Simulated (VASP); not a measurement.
# Cs (C2/m) in VASP: a series of runs

One crystal, Cs, is run at these levels: PBEsol; tasks: single point.

All numbers are computed with VASP 6.6.1; they aren't measurements. Logs are shortened: lines on timing, memory, paths and dates and some standing lists are left out, and cuts for length are marked.

## (1) The crystal as given

It takes space group C2/m (No. 12, monoclinic). The conventional cell has a = 6.038 Å, b = 8.676 Å, c = 5.110 Å, α = 90.00°, β = 120.26°, γ = 90.00°.

This isn't the form of Cs at room conditions, which is bcc.

## (2) Single point, PBEsol

INCAR

```
ADDGRID = False
ALGO = Normal
EDIFF = 1E-6
ENCUT = 400
GGA = PS
ISIF = 2
ISMEAR = 1
LASPH = True
LCHARG = False
LREAL = False
LWAVE = False
NELM = 100
PREC = Accurate
SIGMA = 0.2
```

KPOINTS

```
k-points
0
Gamma
  8 8 8
```

POSCAR

```
Cs
1.0
    3.0190110000     -4.3381320000      0.0000000000
    3.0190110000      4.3381320000      0.0000000000
   -2.5749360000      0.0000000000      4.4138870000
Cs
1
Direct
    0.0000000000      0.0000000000      0.5000000000
```

Potentials or basis: VASP PAW PBE potentials, release 64 (Cs_sv).

Launch:

```
$ cat potpaw_PBE.64/Cs_sv/POTCAR > POTCAR
$ mpirun -np 1 vasp_std > vasp.out
```

OUTCAR:

```text
EDIFF = 1E-6
   ENCUT = 400
   GGA = PS
   ISIF = 2
   ISMEAR = 1
   LASPH = True
   LREAL = False
   NELM = 100
   PREC = Accurate

 Found    150 irreducible k-points:

 Following reciprocal coordinates:
            Coordinates               Weight
  0.000000  0.000000  0.000000      1.000000
  0.125000  0.000000 -0.000000      4.000000
  0.250000  0.000000 -0.000000      4.000000
  0.375000  0.000000 -0.000000      4.000000
  0.500000  0.000000 -0.000000      2.000000
  0.125000  0.125000 -0.000000      2.000000
   k-points           NKPTS =    150   k-points in BZ     NKDIM =    150   number of bands    NBANDS=      8
   number of dos      NEDOS =    301   number of ions     NIONS =      1
   total plane-waves  NPLWV =  46656
   dimension x,y,z NGX =    36 NGY =   36 NGZ =   36
   dimension x,y,z NGXF=    72 NGYF=   72 NGZF=   72
   ions per type =               1
   NGX,Y,Z   is equivalent  to a cutoff of  11.32, 11.32, 11.71 a.u.
   NGXF,Y,Z  is equivalent  to a cutoff of  22.65, 22.65, 23.42 a.u.
 SYSTEM =  unknown system
   PREC   = accura    normal or accurate (medium, high low for compatibility)
   ISTART =      0    job   : 0-new  1-cont  2-samecut
   ICHARG =      2    charge: 1-file 2-atom 10-const
   ISPIN  =      1    spin polarized calculation?
   LNONCOLLINEAR =      F non collinear calculations
   LSORBIT =      F    spin-orbit coupling
   LASPH  =      T    aspherical Exc in radial PAW
   ENCUT  =  400.0 eV  29.40 Ry    5.42 a.u.   8.62  8.62  8.33*2*pi/ulx,y,z
   NELM   =    100;   NELMIN=  2; NELMDL= -5     # of ELM steps
   EDIFF  = 0.1E-05   stopping-criterion for ELM
   LREAL  =      F    real-space projection
   EDIFFG = 0.1E-04   stopping-criterion for IOM
   NSW    =      0    number of steps for IOM
   IBRION =     -1    ionic relax: 0-MD 1-quasi-New 2-CG
   NFREE  =      0    steps in history (QN), initial steepest desc. (CG)
   ISIF   =      2    stress and relaxation
   ISYM   =      2    0-nonsym 1-usesym 2-fastsym
   POTIM  = 0.5000    time-step for ionic-motion
   TEBEG  =    0.0;   TEEND  =   0.0 temperature during run
   PSTRESS=    0.0 pullay stress
   NELECT =       9.0000    total number of electrons
   NUPDOWN=      -1.0000    fix difference up-down
   EMIN   =  10.00;   EMAX   =-10.00  energy-range for DOS
   EFERMI =   0.00;   METHOD = LEGACY
   ISMEAR =     1;   SIGMA  =   0.20  broadening in eV -4-tet -1-fermi 0-gaus
   EFERMI_NEDOS =   21; number of points for ismear=-14 and -15
   IALGO  =     38    algorithm
   IMIX   =      4    mixing-type and parameters
     AMIX     =   0.40;   BMIX     =  1.00
     AMIX_MAG =   1.60;   BMIX_MAG =  1.00
  volume/ion in A,a.u.               =     115.62       780.22
  Fermi-wavevector in a.u.,A,eV,Ry     =   0.699009  1.320936  6.647992  0.488614
  Thomas-Fermi vector in A             =   1.782770
   LORBIT       =      0    0 simple, 1 ext, 2 COOP (PROOUT), +10 PAW based schemes
   GGA     = PS    functional components
   LHFCALC =     F    Hartree Fock is set to
   AEXX    =    0.0000 exact exchange contribution
   IVDW    =     0    specifies the selected vdW correction
   LEPSILON=     F    determine dielectric tensor
   LRPA    =     F    only Hartree local field effects (RPA)
 non-spin polarized calculation
 Methfessel and Paxton  Order N= 1 SIGMA  =   0.20
  energy-cutoff  :      400.00
  volume of cell :      115.62
 maximum number of plane-waves:      2123
 NGX is ok and might be reduce to    36
   NGX = 17   NGY = 17   NGZ = 17

 number of electron       8.9999999 magnetization

 Free energy of the ion-electron system (eV)
  ---------------------------------------------------
  ext. energy  EPLUGINS =         0.00000000
  ---------------------------------------------------
  free energy    TOTEN  =        -0.93323197 eV

  energy without entropy =       -0.93059976  energy(sigma->0) =       -0.93235456

 E-fermi :   0.3720     XC(G=0):  -5.4621

 val. band max:        0.3620238404   @ k =   0.0000   0.0000   0.5000
 cond. band min:       0.3824643531   @ k =   0.5000   0.3750  -0.0000
 fundamental gap:      0.0204405128
 Fermi energy:         0.3720470604

 k-point     1 :       0.0000    0.0000    0.0000
  band No.  band energies     occupation
      1     -23.4948      2.00000
      2     -10.2238      2.00000
      3     -10.2141      2.00000
      4     -10.2044      2.00000
      5      -1.3154      2.00000
      6       2.6115     -0.00000
      7       2.7693     -0.00000
      8       3.0701     -0.00000

 k-point     2 :       0.1250    0.0000   -0.0000
  band No.  band energies     occupation
      1     -23.4940      2.00000
      2     -10.2393      2.00000
      3     -10.2209      2.00000
      4     -10.2057      2.00000
      5      -1.1553      2.00000
      6       2.4900     -0.00000
      7       2.5629     -0.00000
      8       3.1511     -0.00000

 k-point     3 :       0.2500    0.0000   -0.0000
  band No.  band energies     occupation
      1     -23.4922      2.00000
      2     -10.2826      2.00000
      3     -10.2320      2.00000
      4     -10.2073      2.00000
      5      -0.7093      2.00000
      6       1.9876     -0.00000
      7       2.2514     -0.00000
      8       3.5690     -0.00000

 k-point     4 :       0.3750    0.0000   -0.0000
  band No.  band energies     occupation
      1     -23.4903      2.00000
      2     -10.3258      2.00000
      3     -10.2424      2.00000
      4     -10.2086      2.00000
      5      -0.0953      2.00465
      6       1.4433     -0.00000
      7       2.0360     -0.00000
      8       3.8617     -0.00000

 k-point     5 :       0.5000    0.0000   -0.0000
  band No.  band energies     occupation
      1     -23.4896      2.00000
      2     -10.3434      2.00000
      3     -10.2467      2.00000
      4     -10.2090      2.00000
      5       0.3226      1.40492
      6       1.1111     -0.00000
      7       1.9556     -0.00000
      8       3.7571     -0.00000

 k-point     6 :       0.1250    0.1250   -0.0000
  band No.  band energies     occupation
      1     -23.4929      2.00000
      2     -10.2618      2.00000
      3     -10.2313      2.00000
      4     -10.2096      2.00000
      5      -0.8596      2.00000
      6       2.1811     -0.00000
      7       2.2636     -0.00000
      8       3.4421     -0.00000

 [... further k-points ...]
[... 5 lines left out ...]
  --------------------------------------------------------------------------------------
  -------------------------------------------------------------------------------------
  Total       -0.0894638     -0.0736894     -0.0908148      0.0000000      0.0000000     -0.0718235
  in kB       -1.2397651     -1.0211670     -1.2584861      0.0000000      0.0000000     -0.9953097
  external PRESSURE =      -1.1731394 kB  Pullay stress =       0.0000000 kB

 VOLUME and BASIS-vectors are now :
 -----------------------------------------------------------------------------
  energy-cutoff  :      400.00
  volume of cell :      115.62
      direct lattice vectors                 reciprocal lattice vectors
     3.019011000 -4.338132000  0.000000000     0.165617151 -0.115256982  0.096616330
     3.019011000  4.338132000  0.000000000     0.165617151  0.115256982  0.096616330
    -2.574936000  0.000000000  4.413887000     0.000000000  0.000000000  0.226557680

 POSITION                                       TOTAL-FORCE (eV/Angst)
 -----------------------------------------------------------------------------------
     -1.28747      0.00000      2.20694         0.000000      0.000000      0.000000
 -----------------------------------------------------------------------------------
    total drift:                                0.000000     -0.000000      0.000000

  FREE ENERGIE OF THE ION-ELECTRON SYSTEM (eV)
  ---------------------------------------------------
  free  energy   TOTEN  =        -0.9332319660 eV

  energy  without entropy=       -0.9305997578  energy(sigma->0) =       -0.93235456
```

Wall time 47 s (1 thread of Intel Xeon Platinum 8488C (Sapphire Rapids), shared host); peak memory 0.25 GiB.

These settings aren't checked as converged: the numbers below hold their error.

What came out:

```
Free energy            : -0.9332 eV
Pressure               : -0.1 GPa
Band gap on the k mesh : none (metal or under the smearing width)
```

Caveat: the PAW data sets were made with another functional, which shifts forces and pressure a little.

## (3) Single point, PBEsol

INCAR is that of step 2.

KPOINTS is that of step 2.

POSCAR

```
Cs
1.0
    3.0286440000     -4.4025590000     -0.0553060000
    2.9811710000      4.3695220000      0.0984760000
   -2.5313490000      0.0923220000      4.3694900000
Cs
1
Direct
   -0.0054440000      0.0010830000      0.4979030000
```

Potentials or basis: VASP PAW PBE potentials, release 64 (Cs_sv).

Launch:

```
$ cat potpaw_PBE.64/Cs_sv/POTCAR > POTCAR
$ mpirun -np 1 vasp_std > vasp.out
```

Wall time 78 s (1 thread of Intel Xeon Platinum 8488C (Sapphire Rapids), shared host); peak memory 0.3 GiB.

These settings aren't checked as converged: the numbers below hold their error.

What came out:

```yaml
Free_energy: -0.9322 eV
Pressure: -0.1 GPa
Band_gap_on_the_k_mesh: none (metal or under the smearing width)
```

Caveat: the PAW data sets were made with another functional, which shifts forces and pressure a little.

## (4) The reference run

An earlier run on the cell as given: functional PBE; potentials or basis VASP PAW PBE potentials, release 64 (Cs_sv); cutoff 520 eV; k mesh 6 × 6 × 6; occupations fermi-dirac, width 0.05 eV; no spin polarisation.

* Pressure: 0.0 GPa
* Band gap on the k mesh: none (metal or under the smearing width)
